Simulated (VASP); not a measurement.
Set up this calculation in VASP 6.6.1, as the native input.

- Task: single point
- Functional: PBE
- Potentials or basis: VASP PAW PBE potentials, release 64 (Mg, O)
- Cutoff: 520 eV
- k mesh: 9 × 9 × 6
- Occupations: gaussian, width 0.02 eV
- Spin: no spin polarisation
- Dipole correction: no
- Further INCAR settings: ALGO = Fast; EDIFF = 1e-06; NBANDS = 16

The structure of MgO lies in POSCAR:

```
MgO
1.0
    3.6457401948     -0.0031726039      0.0096572667
   -1.8256176530      3.1711180580     -0.0076969605
    0.0115731742     -0.0039691392      4.3461655987
Mg O
2 2
Direct
    0.6570696193      0.3258017625      0.7659524515
    0.3536655759      0.6512557713      0.2259049768
    0.6110595872      0.3401958664      0.2500789844
    0.3782023493      0.6827465998      0.7580635873
```

The cell comes from a database or a generator and needn't be the stable form of this composition.

The cell isn't the ideal one: all atoms moved at random, cell strained at random.

These files were run (other wordings do the same):

INCAR

```
SYSTEM = MgO
ALGO = Fast ; EDIFF = 1E-6
ENCUT = 520 ; GGA = PE
ISIF = 2 ; ISMEAR = 0
LASPH = .TRUE. ; LCHARG = .FALSE.
LREAL = .FALSE. ; LWAVE = .FALSE.
NBANDS = 16 ; NELM = 100
PREC = Accurate ; SIGMA = 0.02
```

KPOINTS

```
k-points
0
G
  9 9 6
  0 0 0
```

Potentials or basis: VASP PAW PBE potentials, release 64 (Mg, O).

The run is started by

```sh
$ cat potpaw_PBE.64/Mg/POTCAR potpaw_PBE.64/O/POTCAR > POTCAR
$ mpirun -np 1 vasp_std > vasp.out
```

It gave:

| Item | Value |
| --- | --- |
| Pressure | -4.6 GPa |
| Largest force | 3.479 eV/Å |
| Band gap on the k mesh | 2.68 eV, direct |

Caveat: an odd mesh through Γ misses points on the zone boundary, where band edges often lie; forces of over 1 eV/Å show positions far from the minimum, so gaps and moduli don't describe the material at rest.

Run time: 66 s on 1 thread of Intel(R) Xeon(R) 6975P-C (Granite Rapids), with other jobs on the host, peak memory 0.29 GiB.
